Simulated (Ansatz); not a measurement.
# SiC: the cost of one run

Computed with Ansatz 0.2.0 (DFT PBEsol, scalar-relativistic, plane waves, PAW, unless a step's input says otherwise).

The COD entry's cell or inner coordinates are ideal or old and differ from later refinements, so a difference from it is no clean test against experiment.

1 further run of the same task is left out (set aside as unsound or not needed).

### 1 The system as given

Symmetry: F-43m, No. 216, cubic system. Conventional cell: a = 4.348 Å, b = 4.348 Å, c = 4.348 Å, α = 90.00°, β = 90.00°, γ = 90.00°. Si (site symmetry -43m) has 4 C at 1.88 Å as nearest neighbours. Around C (site symmetry -43m) lie 4 Si at 1.88 Å.

Coordinates:

```
Si C
1.0
     0.00000    2.17400    2.17400
     2.17400    0.00000    2.17400
     2.17400    2.17400    0.00000
Si C
1 1
Direct
  0.00000 0.00000 0.00000
  0.75000 0.75000 0.75000
```

Source of the structure: the Crystallography Open Database.

### 6 Plan of the scan

The energy is mapped over two normal modes frozen in (zone-centre modes of the cell shown).

- amplitude of mode 4 (786 cm⁻¹), largest displacement: 11 values from −0.060 to 0.060 Å
- amplitude of mode 5 (786 cm⁻¹), largest displacement: 11 values from −0.060 to 0.060 Å

Nothing else is relaxed (the cell and all other modes fixed). Energies count from the relaxed high-symmetry cell. Points are written as (first, second).

The patterns, per unit of each coordinate (Å):

| atom | x1 | y1 | z1 | x2 | y2 | z2 |
| --- | --- | --- | --- | --- | --- | --- |
| Si1 | -0.428 | 0.000 | 0.000 | 0.000 | 0.000 | -0.428 |
| C2 | 1.000 | 0.000 | 0.000 | 0.000 | 0.000 | 1.000 |

(The set-up runs are not shown.)

### 7 Grid point (−0.012 Å, −0.012 Å)

File input.yaml:

```yaml
crystal:
  lattice:
    - [0.0, 2.17839457, 2.17839457]
    - [2.17839457, 0.0, 2.17839457]
    - [2.17839457, 2.17839457, 0.0]
  atoms:
    - { symbol: Si, position: [0.0, 0.0023558598, 0.0] }
    - { symbol: C, position: [0.75, 0.7444913561, 0.75] }
basis:
  ecutwfc: 520.0
kpoints:
  mp_grid: { grid: [10, 10, 10] }
hamiltonian:
  xc: pbesol
  pseudopotentials: { kind: paw, azcp: { folder: soft_1 } }
scf:
  occupations: { method: gaussian, width: 0.05 }
output:
  forces: true
  stress: true
  eigenvalues: true
```

Started as:

```bash
$ ansatz run input.yaml --threads 1 --pin off --max-ram 2048MiB --backend cpu --events-out ev --progress --plain --runs-dir out
```

Q: Estimate wall time and peak memory on 1 thread of Arm Neoverse V2, shared host.

About 5.5 s, with a peak of 0.36 GiB.
